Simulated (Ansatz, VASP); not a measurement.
**One calculation of ZnO (base), two programs**

Contents of INCAR:

```
ALGO = Normal
EDIFF = 1E-6
EDIFFG = -0.01
ENCUT = 600
GGA = PE
IBRION = 2
ISIF = 4
ISMEAR = 0
LASPH = T
LCHARG = F
LREAL = F
LWAVE = F
NELM = 100
NSW = 50
PREC = Accurate
SIGMA = 0.02
```

File KPOINTS:

```
k-points
0
Gamma
  9 9 6
```

POSCAR

```
ZnO
1.0
    3.2125323947      0.0000000000      0.0000000000
   -1.6062661974      2.7821346643      0.0000000000
    0.0000000000      0.0000000000      5.1855680777
Zn O
2 2
Direct
    0.3333333333      0.6666666667      0.4999662192
    0.6666666667      0.3333333333     -0.0000337808
    0.6666666667      0.3333333333      0.3790437808
    0.3333333333      0.6666666667      0.8790437808
```

Input for Ansatz:

```yaml
crystal:
  lattice:
    - [3.2125323947, 0.0, 0.0]
    - [-1.6062661974, 2.7821346643, 0.0]
    - [0.0, 0.0, 5.1855680777]
  atoms:
    - { symbol: Zn, position: [0.3333333333, 0.6666666667, 0.4999662192] }
    - { symbol: Zn, position: [0.6666666667, 0.3333333333, -3.37808e-05] }
    - { symbol: O, position: [0.6666666667, 0.3333333333, 0.3790437808] }
    - { symbol: O, position: [0.3333333333, 0.6666666667, 0.8790437808] }
basis:
  ecutwfc: 420
kpoints:
  mp_grid: { grid: [9, 9, 6] }
hamiltonian:
  xc: pbe
scf:
  occupations: { method: gaussian, width: 0.02 }
output:
  forces: true
  stress: true
  eigenvalues: true
relax:
  adjacent_minimum: "off"
  f_tol: 0.01
  max_steps: 30
  cell: { stress_tol: 0.1, fix: [volume] }
```

Alike in both runs: task relaxation of shape and atoms at fixed volume; functional PBE; k mesh 9 × 9 × 6; occupations gaussian, width 0.02 eV; no spin polarisation.

```csv
,VASP,Ansatz
version,VASP 6.6.1,Ansatz 0.2.0
potentials or method,"VASP PAW PBE potentials, release 64 (Zn, O)","scalar-relativistic, plane waves, PAW"
plane-wave cutoff (eV),600,420
valence electrons in the cell,36,36
```

|  | VASP | Ansatz | Ansatz less VASP |
| --- | --- | --- | --- |
| gap on the k mesh at the Fermi level, each at its own relaxed structure (eV) | 0.82 | 0.83 | +0.014 |
| relaxed volume (Å³/atom) | 11.59 | 11.59 | 0.000 |
| relaxed cell length with the largest relative difference (Å) | 3.213 | 3.213 | 0.0000 |

Caveats: the relaxation stopped at its first step, so nothing moved.
